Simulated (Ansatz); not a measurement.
**AgI: computed properties**

These are results of Ansatz 0.2.0, DFT PBE, scalar-relativistic, plane waves, PAW, not measurements.

Settings: cutoff 420 eV, Γ-centred mesh 6×6×4 on the computed 4-atom cell, Gaussian smearing of 0.02 eV; no spin polarisation.

The structure is relaxed at this level of theory with its symmetry kept.

The structure is hexagonal, space group P6_3mc (No. 186). Conventional cell: a = 4.686 Å, b = 4.686 Å, c = 7.664 Å, α = 90.00°, β = 90.00°, γ = 120.00°. Ag (site symmetry 3m) has 4 I at 2.87 Å as nearest neighbours. Around I (site symmetry 3m) lie 4 Ag at 2.87 Å.

| Item | Value |
| --- | --- |
| Volume per atom | 36.44 Å³ |
| Formation energy from the elements' standard states (uncorrected) | -0.273 eV/atom |
| Kohn–Sham band gap | 1.37 eV, direct at Γ |
| Löwdin character of the top 1 eV of the valence band | I 5p 65 %, Ag 4d 33 % |
| Löwdin character of the lowest 1 eV of the conduction band | Ag 5s 70 %, I 5p 15 %, I 5s 11 % |
| Electron masses at the edge by Cartesian direction of the standard setting (m_e; degenerate bands sorted by energy; no spin-orbit coupling) | x: 0.18; y: 0.18; z: 0.17 |
| Hole masses at the edge by Cartesian direction of the standard setting (m_e; degenerate bands sorted by energy; no spin-orbit coupling) | x: 1.5, 0.20; y: 1.5, 0.20; z: 1.5, 1.5 |
| Bulk modulus | 25.9 GPa |
| Its pressure derivative | 5.3 |
| Electronic dielectric constant xx, yy, zz of the standard setting (independent particles) | 5.4, 5.4, 5.5 |
| Bader charges (e) | Ag (2 in the cell) 0.29, I (2 in the cell) -0.29 |

Spin-orbit coupling is left out, which matters for the bands of heavy elements.